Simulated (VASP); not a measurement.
# Ni (Fm-3m) in VASP: notebook

One crystal, Ni, is run at these levels: LDA; tasks: relaxation of cell and atoms.

All numbers are computed with VASP 6.6.1; they aren't measurements. Logs are shortened: lines on timing, memory, paths and dates and some standing lists are left out, and cuts for length are marked.

## Step 1: The structure

The structure is cubic, space group Fm-3m (No. 225). The conventional cell has a = 3.524 Å, b = 3.524 Å, c = 3.524 Å, α = 90.00°, β = 90.00°, γ = 90.00°. Ni (site symmetry m-3m) has 12 Ni at 2.49 Å as nearest neighbours.

The cell was built by a generator and needn't be a form met in nature.

## Step 2: Relaxation of cell and atoms, LDA, collinear spin, ferromagnetic start

Input file INCAR:

```
PREC = Accurate
ENCUT = 600
EDIFF = 1E-6
ISMEAR = 1
SIGMA = 0.1
LREAL = False
LASPH = True
NELM = 150
ALGO = Normal
ISIF = 3
LWAVE = False
LCHARG = False
ISPIN = 2
MAGMOM = 2
LORBIT = 11
LMAXMIX = 4
IBRION = 2
NSW = 90
EDIFFG = -0.01
AMIX = 0.2
BMIX = 1E-4
AMIX_MAG = 0.8
BMIX_MAG = 1E-4
```

Input file KPOINTS:

```
regular mesh
0
Gamma
  18 18 18
```

Input file POSCAR:

```
Ni
1.0
    0.0000000000      1.7619350000      1.7619350000
    1.7619350000      0.0000000000      1.7619350000
    1.7619350000      1.7619350000      0.0000000000
Ni
1
Direct
    0.0000000000      0.0000000000      0.0000000000
```

Potentials or basis: VASP PAW LDA potentials, release 64 (Ni).

Launch:

```bash
cat potpaw_LDA.64/Ni/POTCAR > POTCAR
mpirun -np 1 vasp_std > vasp.out
```

OUTCAR:

```text
PREC = Accurate
   ENCUT = 600
   EDIFF = 1E-6
   ISMEAR = 1
   LREAL = False
   LASPH = True
   NELM = 150
   ISIF = 3
   ISPIN = 2
   LORBIT = 11
   IBRION = 2
   NSW = 90
   EDIFFG = -0.01
   AMIX = 0.2
   AMIX_MAG = 0.8

 ion  position               nearest neighbor table
   1  0.000  0.000  0.000-

  LATTYP: Found a face centered cubic cell.
 ALAT       =     3.5238700000

  Lattice vectors:

 A1 = (   0.0000000000,   1.7619350000,   1.7619350000)
 A2 = (   1.7619350000,   0.0000000000,   1.7619350000)
 A3 = (   1.7619350000,   1.7619350000,   0.0000000000)

Analysis of symmetry for initial positions (statically):
=====================================================================
 Subroutine PRICEL returns:
 Original cell was already a primitive cell.

 Routine SETGRP: Setting up the symmetry group for a
 face centered cubic supercell.

 Subroutine GETGRP returns: Found 48 space group operations
 (whereof 48 operations were pure point group operations)
 out of a pool of 48 trial point group operations.

The static configuration has the point symmetry O_h .

Analysis of symmetry for dynamics (positions and initial velocities):
=====================================================================
 Subroutine PRICEL returns:
 Original cell was already a primitive cell.

 Routine SETGRP: Setting up the symmetry group for a
 face centered cubic supercell.

 Subroutine GETGRP returns: Found 48 space group operations
 (whereof 48 operations were pure point group operations)
 out of a pool of 48 trial point group operations.

The dynamic configuration has the point symmetry O_h .

Analysis of structural, dynamic, and magnetic symmetry:
=====================================================================
 Subroutine PRICEL returns:
 Original cell was already a primitive cell.

 Routine SETGRP: Setting up the symmetry group for a
 face centered cubic supercell.

 Subroutine GETGRP returns: Found 48 space group operations
 (whereof 48 operations were pure point group operations)
 out of a pool of 48 trial point group operations.

The overall configuration has the point symmetry O_h .

 Subroutine INISYM returns: Found 48 space group operations
 (whereof 48 operations are pure point group operations),
 and found     1 'primitive' translations

----------------------------------------------------------------------------------------

                                     Primitive cell

  volume of cell :      10.9396

  direct lattice vectors                    reciprocal lattice vectors
     0.000000000  1.761935000  1.761935000    -0.283778914  0.283778914  0.283778914
     1.761935000  0.000000000  1.761935000     0.283778914 -0.283778914  0.283778914
     1.761935000  1.761935000  0.000000000     0.283778914  0.283778914 -0.283778914

  length of vectors
     2.491752373  2.491752373  2.491752373     0.491519496  0.491519496  0.491519496

  position of ions in fractional coordinates (direct lattice)
     0.000000000  0.000000000  0.000000000

  ion indices of the primitive-cell ions
   primitive index   ion index
                 1           1

----------------------------------------------------------------------------------------

 KPOINTS: regular mesh

Automatic generation of k-mesh.
 Grid dimensions read from file:
 generate k-points for:   18   18   18

 Generating k-lattice:

  Cartesian coordinates                     Fractional coordinates (reciprocal lattice)
    -0.015765495  0.015765495  0.015765495     0.055555556  0.000000000  0.000000000
     0.015765495 -0.015765495  0.015765495     0.000000000  0.055555556  0.000000000
     0.015765495  0.015765495 -0.015765495     0.000000000  0.000000000  0.055555556

  Length of vectors
     0.027306639  0.027306639  0.027306639

  Shift w.r.t. Gamma in fractional coordinates (k-lattice)
     0.000000000  0.000000000  0.000000000

 Subroutine IBZKPT returns following result:
 ===========================================

 Found    195 irreducible k-points:

 Following reciprocal coordinates:
            Coordinates               Weight
  0.000000  0.000000  0.000000      1.000000
  0.055556  0.000000  0.000000      8.000000
  0.111111  0.000000  0.000000      8.000000
  0.166667  0.000000  0.000000      8.000000
  0.222222  0.000000  0.000000      8.000000
  0.277778  0.000000  0.000000      8.000000
[... 16 lines left out ...]
 -0.277778  0.055556  0.000000     24.000000
 -0.222222  0.055556  0.000000     24.000000
 [... further k-points ...]
   k-points           NKPTS =    195   k-points in BZ     NKDIM =    195   number of bands    NBANDS=     10
   number of dos      NEDOS =    301   number of ions     NIONS =      1
   total plane-waves  NPLWV =   8000
   dimension x,y,z NGX =    20 NGY =   20 NGZ =   20
   dimension x,y,z NGXF=    40 NGYF=   40 NGZF=   40
   ions per type =               1
   NGX,Y,Z   is equivalent  to a cutoff of  13.34, 13.34, 13.34 a.u.
   NGXF,Y,Z  is equivalent  to a cutoff of  26.69, 26.69, 26.69 a.u.
 SYSTEM =  unknown system
   PREC   = accura    normal or accurate (medium, high low for compatibility)
   ISTART =      0    job   : 0-new  1-cont  2-samecut
   ICHARG =      2    charge: 1-file 2-atom 10-const
   ISPIN  =      2    spin polarized calculation?
   LNONCOLLINEAR =      F non collinear calculations
   LSORBIT =      F    spin-orbit coupling
   LASPH  =      T    aspherical Exc in radial PAW
   ENCUT  =  600.0 eV  44.10 Ry    6.64 a.u.   4.98  4.98  4.98*2*pi/ulx,y,z
   NELM   =    150;   NELMIN=  2; NELMDL= -5     # of ELM steps
   EDIFF  = 0.1E-05   stopping-criterion for ELM
   LREAL  =      F    real-space projection
   EDIFFG = -.1E-01   stopping-criterion for IOM
   NSW    =     90    number of steps for IOM
   IBRION =      2    ionic relax: 0-MD 1-quasi-New 2-CG
   NFREE  =      1    steps in history (QN), initial steepest desc. (CG)
   ISIF   =      3    stress and relaxation
   ISYM   =      2    0-nonsym 1-usesym 2-fastsym
   POTIM  = 0.5000    time-step for ionic-motion
   TEBEG  =    0.0;   TEEND  =   0.0 temperature during run
   PSTRESS=    0.0 pullay stress
   NELECT =      10.0000    total number of electrons
   NUPDOWN=      -1.0000    fix difference up-down
   EMIN   =  10.00;   EMAX   =-10.00  energy-range for DOS
   EFERMI =   0.00;   METHOD = LEGACY
   ISMEAR =     1;   SIGMA  =   0.10  broadening in eV -4-tet -1-fermi 0-gaus
   EFERMI_NEDOS =   21; number of points for ismear=-14 and -15
   IALGO  =     38    algorithm
   IMIX   =      4    mixing-type and parameters
     AMIX     =   0.20;   BMIX     =  0.00
     AMIX_MAG =   0.80;   BMIX_MAG =  0.00
  volume/ion in A,a.u.               =      10.94        73.82
  Fermi-wavevector in a.u.,A,eV,Ry     =   1.588821  3.002436 34.345893  2.524352
  Thomas-Fermi vector in A             =   2.687765
   LORBIT       =     11    0 simple, 1 ext, 2 COOP (PROOUT), +10 PAW based schemes
   GGA     = CA    functional components
   LHFCALC =     F    Hartree Fock is set to
   AEXX    =    0.0000 exact exchange contribution
   IVDW    =     0    specifies the selected vdW correction
   LEPSILON=     F    determine dielectric tensor
   LRPA    =     F    only Hartree local field effects (RPA)
 conjugate gradient relaxation of ions
 spin polarized calculation
 Methfessel and Paxton  Order N= 1 SIGMA  =   0.10
  energy-cutoff  :      600.00
  volume of cell :       10.94
 maximum number of plane-waves:       375
   NGX =  9   NGY =  9   NGZ =  9

--------------------------------------- Ionic step        1  -------------------------------------------

 number of electron      10.0000010 magnetization       0.6056930

 Free energy of the ion-electron system (eV)
  ---------------------------------------------------
  ext. energy  EPLUGINS =         0.00000000
  ---------------------------------------------------
  free energy    TOTEN  =        -6.52481557 eV

  energy without entropy =       -6.52485413  energy(sigma->0) =       -6.52482842

 E-fermi :   8.9446     XC(G=0): -13.5801

 val. band max:        8.9420718406   @ k =   0.4444   0.2222   0.0556
 cond. band min:       8.9499540012   @ k =  -0.3333   0.2778   0.1111
 fundamental gap:      0.0078821606
 Fermi energy:         8.9445886565

 spin component 1

 k-point     1 :       0.0000    0.0000    0.0000
  band No.  band energies     occupation
      1       0.0017      1.00000
      2       6.6058      1.00000
      3       6.6058      1.00000
      4       6.6058      1.00000
      5       7.7544      1.00000
      6       7.7544      1.00000
      7      32.6855      0.00000
      8      36.3927      0.00000
      9      36.3927      0.00000
     10      36.3927      0.00000

 k-point     2 :       0.0556    0.0000    0.0000
  band No.  band energies     occupation
      1       0.1221      1.00000
      2       6.5746      1.00000
      3       6.6330      1.00000
      4       6.6330      1.00000
      5       7.7428      1.00000
      6       7.7428      1.00000
      7      32.2924      0.00000
      8      34.8673      0.00000
      9      36.0968      0.00000
     10      36.0968      0.00000
[... 694 lines left out ...]
 POSITION                                       TOTAL-FORCE (eV/Angst)
 -----------------------------------------------------------------------------------
      0.00000      0.00000      0.00000        -0.000000      0.000000      0.000000
 -----------------------------------------------------------------------------------
    total drift:                                0.000000      0.000000      0.000000

  FREE ENERGIE OF THE ION-ELECTRON SYSTEM (eV)
  ---------------------------------------------------
  free  energy   TOTEN  =        -6.5811205989 eV

  energy  without entropy=       -6.5813883623  energy(sigma->0) =       -6.58120985

--------------------------------------- Ionic step        4  -------------------------------------------

 number of electron       9.9999993 magnetization       0.5999084

 Free energy of the ion-electron system (eV)
  ---------------------------------------------------
  ext. energy  EPLUGINS =         0.00000000
  ---------------------------------------------------
  free energy    TOTEN  =        -6.58114232 eV

  energy without entropy =       -6.58141303  energy(sigma->0) =       -6.58123256

 E-fermi :  10.2504     XC(G=0): -14.1082

 val. band max:       10.2446866990   @ k =   0.4444   0.2222   0.0556
 cond. band min:      10.2537463211   @ k =  -0.3333   0.2778   0.1111
 fundamental gap:      0.0090596221
 Fermi energy:        10.2503919876

 spin component 1

 k-point     1 :       0.0000    0.0000    0.0000
  band No.  band energies     occupation
      1       0.6812      1.00000
      2       7.6749      1.00000
      3       7.6749      1.00000
      4       7.6749      1.00000
      5       8.9775      1.00000
      6       8.9775      1.00000
      7      34.7190      0.00000
      8      39.1357      0.00000
      9      39.1357      0.00000
     10      39.1357      0.00000

 k-point     2 :       0.0556    0.0000    0.0000
  band No.  band energies     occupation
      1       0.8098      1.00000
      2       7.6385      1.00000
      3       7.7058      1.00000
      4       7.7058      1.00000
      5       8.9639      1.00000
      6       8.9639      1.00000
      7      34.4006      0.00000
      8      37.5194      0.00000
      9      38.8694      0.00000
     10      38.8694      0.00000
[... 624 lines left out ...]
 POSITION                                       TOTAL-FORCE (eV/Angst)
 -----------------------------------------------------------------------------------
      1.71108      1.71108      3.42215        -0.000000      0.000000      0.000000
 -----------------------------------------------------------------------------------
    total drift:                               -0.000000     -0.000000      0.000000

  FREE ENERGIE OF THE ION-ELECTRON SYSTEM (eV)
  ---------------------------------------------------
  free  energy   TOTEN  =        -6.5811423189 eV

  energy  without entropy=       -6.5814130319  energy(sigma->0) =       -6.58123256

 reached required accuracy - stopping structural energy minimisation

 total charge

# of ion       s       p       d       tot
------------------------------------------
    1        0.536   0.574   8.367   9.478

 magnetization (x)

# of ion       s       p       d       tot
------------------------------------------
    1       -0.004  -0.018   0.621   0.599
```

It took 52 s on 1 thread of Intel Xeon 6975P-C (Granite Rapids), shared host; peak memory 0.16 GiB.

What came out:

```
Free energy                                           : -6.5811 eV
Relaxed volume                                        : 10.02 Å³/atom
Relaxed cell                                          : a = 2.420 Å, b = 2.420 Å, c = 2.420 Å, α = 60.00°, β = 60.00°, γ = 60.00°
Space group after relaxing (to 0.05 Å)                : Fm-3m (No. 225)
Energy gained by relaxing                             : 56.3 meV/atom
Ionic steps                                           : 4
Pressure after relaxing                               : -0.1 GPa
Band gap on the k mesh                                : none (metal or under the smearing width)
Net moment                                            : 0.60 μB per cell
Site moments                                          : Ni +0.60 μB
Valence electrons inside the program's atomic spheres : Ni 9.48
```

Step by step:
```
step  energy change (eV)  largest force (eV/Å)  pressure (GPa)  volume (Å³)
   1              0.0000                0.0000          -17.96        10.94
   2              0.0227                0.0000           30.56         9.11
   3             -0.0563                0.0000           -0.48        10.04
   4             -0.0563                0.0000           -0.09        10.02
```

Final structure:
```xyz
1
Lattice="0.0000 1.7111 1.7111 1.7111 0.0000 1.7111 1.7111 1.7111 0.0000" Properties=species:S:1:pos:R:3 pbc="T T T"
Ni    1.7111    1.7111    3.4222
```

## Step 3: Relaxation of cell and atoms, LDA, collinear spin, ferromagnetic start

This run uses another cell than the first one, of 10.02 Å³/atom, 0.916 times its volume.

INCAR, as its differences from that of step 2:

```diff
@@ -2,3 +2,3 @@
 ENCUT = 600
-EDIFF = 1E-6
+EDIFF = 1E-7
 ISMEAR = 1
@@ -18,3 +18,3 @@
 NSW = 90
-EDIFFG = -0.01
+EDIFFG = -0.005
 AMIX = 0.2
```

KPOINTS is that of step 2.

Input file POSCAR:

```
Ni                                      
1.0
    0.0000000000      1.7110766121      1.7110766121
    1.7110766121     -0.0000000000      1.7110766121
    1.7110766121      1.7110766121      0.0000000000
  Ni            
     1
Direct
     1.0000000000000000    1.0000000000000000    0.0000000000000000
```

Potentials or basis: VASP PAW LDA potentials, release 64 (Ni).

Launch:

```bash
cat potpaw_LDA.64/Ni/POTCAR > POTCAR
mpirun -np 1 vasp_std > vasp.out
```

It took 20 s on 1 thread of Intel Xeon 6975P-C (Granite Rapids), shared host; peak memory 0.15 GiB.

It converged, with:

```yaml
Free_energy: -6.5805 eV
Pressure_after_relaxing: 0.0 GPa
Band_gap_on_the_k_mesh: none (metal or under the smearing width)
Net_moment: 0.60 μB per cell
Site_moments: Ni +0.60 μB
Valence_electrons_inside_the_program's_atomic_spheres: Ni 9.48
```

Final structure:
```xyz
1
Lattice="0.0000 1.7111 1.7111 1.7111 0.0000 1.7111 1.7111 1.7111 0.0000" Properties=species:S:1:pos:R:3 pbc="T T T"
Ni    0.0000    0.0000    0.0000
```

Levels at points of the mesh, in eV from the Fermi level:
Spin up:
| k point | band 2 | band 3 | band 4 | band 5 | band 6 | band 7 | band 8 | band 9 |
| --- | --- | --- | --- | --- | --- | --- | --- | --- |
| (0.00, 0.00, 0.00) | -2.58 | -2.58 | -2.58 | -1.27 | -1.27 | 24.47 | 28.89 | 28.89 |
| (0.50, 0.00, 0.00) | -2.58 | -2.58 | -0.49 | -0.49 | -0.41 | 6.33 | 22.95 | 26.02 |
| (0.50, 0.50, 0.00) | -4.59 | -0.46 | -0.32 | -0.32 | 2.51 | 10.04 | 15.55 | 15.55 |
Spin down:
```tsv
k point	band 1	band 2	band 3	band 4	band 5	band 6	band 7	band 8	band 9	band 10
(0.00, 0.00, 0.00)	-9.52	-1.96	-1.96	-1.96	-0.71	-0.71	24.46	28.94	28.94	28.94
(0.50, 0.00, 0.00)	-4.89	-2.04	-2.04	-0.37	0.16	0.16	6.72	22.94	26.15	26.15
(0.50, 0.50, 0.00)	-4.78	-4.08	0.13	0.39	0.39	2.57	10.33	15.63	15.63	21.13
```

Caveat: the relaxation stopped at its first step, so nothing moved.
